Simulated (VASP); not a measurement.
# Settings for C: RPA pressure from two volumes

C, Fd-3m (no. 227), 2 atoms in the cell. PBE, RPA total energies; PAW potentials C_GW (PBE set). VASP 6.6.1.

Wanted: pressure from correlation alone within 0.3 GPa.

Long-wave limit: k.p perturbation theory (LOPTICS); k mesh of the exchange step: 6 × 6 × 6; Volumes (share of the given one): 0.97, 1.03.

## k mesh of the correlation step

| k mesh of the correlation step | Pressure from correlation alone (GPa) | Time (s) |
|---|---|---|
| 2x2x2 | -4.93 | 15 |
| 3x3x3 | 13.87 | 17 |
| 4x4x4 | 14.41 | 24 |
| 5x5x5 | 12.73 | 54 |
| 6x6x6 | 13.18 | 84 |
| 8x8x8 (reference) | 13.21 | 253 |

Chosen: 6x6x6, the loosest value from which every tighter one stays within half of the tolerance.

## The input

INCAR.step1:
```
SYSTEM = C
  ALGO = Normal
  EDIFF = 1E-8
  ENCUT = 400
  GGA = PE
  ISMEAR = 0
  KPAR = 8
  LASPH = .TRUE.
  LCHARG = .FALSE.
  LREAL = .FALSE.
  LWAVE = .TRUE.
  PREC = Accurate
  SIGMA = 0.05
```

INCAR.step2, as INCAR.step1 but for:
```
- ALGO = Normal
- LWAVE = .TRUE.
+ AEXX = 1.0
+ AGGAC = 0.0
+ ALDAC = 0.0
+ ALGO = Eigenval
+ HFRCUT = -1
+ LHFCALC = .TRUE.
+ LWAVE = .FALSE.
+ NELM = 1
+ PRECFOCK = Fast
```

INCAR.step3:
```
SYSTEM = C
  ALGO = ACFDT
  EDIFF = 1E-8
  ENCUT = 400
  GGA = PE
  ISMEAR = 0
  LASPH = .TRUE.
  LCHARG = .FALSE.
  LOPTICS = .TRUE.
  LREAL = .FALSE.
  LWAVE = .FALSE.
  NOMEGA = 12
  PREC = Accurate
  PRECFOCK = Fast
  SIGMA = 0.05
```

KPOINTS.step1:
```
k-points
0
Gamma
  6 6 6
```

KPOINTS.step3:
```
Automatic mesh
0
Gamma
  6 6 6
  0 0 0
```

POSCAR.step1:
```
C
1.0
    0.0000000000      1.7653549299      1.7653549299
    1.7653549299      0.0000000000      1.7653549299
    1.7653549299      1.7653549299      0.0000000000
C
2
Direct
    0.7500000000      0.7500000000      0.7500000000
    0.5000000000      0.5000000000      0.5000000000
```

POSCAR.step4:
```
C
1.0
    0.0000000000      1.8010282771      1.8010282771
    1.8010282771      0.0000000000      1.8010282771
    1.8010282771      1.8010282771      0.0000000000
C
2
Direct
    0.7500000000      0.7500000000      0.7500000000
    0.5000000000      0.5000000000      0.5000000000
```

Commands (each step's output is kept before the next begins):
```
cat potpaw_PBE.64/C_GW/POTCAR > POTCAR
cp INCAR.step1 INCAR
cp KPOINTS.step1 KPOINTS
cp POSCAR.step1 POSCAR
mpirun -np 8 vasp_std > vasp.out
cp INCAR.step2 INCAR
mpirun -np 8 vasp_std > vasp.out
rm WAVECAR CHG
cp INCAR.step3 INCAR
cp KPOINTS.step3 KPOINTS
mpirun -np 8 vasp_std > vasp.out
rm WAVECAR CHG WAVEDER
cp INCAR.step1 INCAR
cp KPOINTS.step1 KPOINTS
cp POSCAR.step4 POSCAR
mpirun -np 8 vasp_std > vasp.out
cp INCAR.step2 INCAR
mpirun -np 8 vasp_std > vasp.out
rm WAVECAR CHG
cp INCAR.step3 INCAR
cp KPOINTS.step3 KPOINTS
mpirun -np 8 vasp_std > vasp.out
```

Limits: The plane-wave cutoff lies under the usual one for these potentials, so absolute numbers hold a basis-set error.

The chosen input took VASP 6.6.1 84 s on 8 cores (Intel Xeon 6975P-C (Granite Rapids)), a shared host.
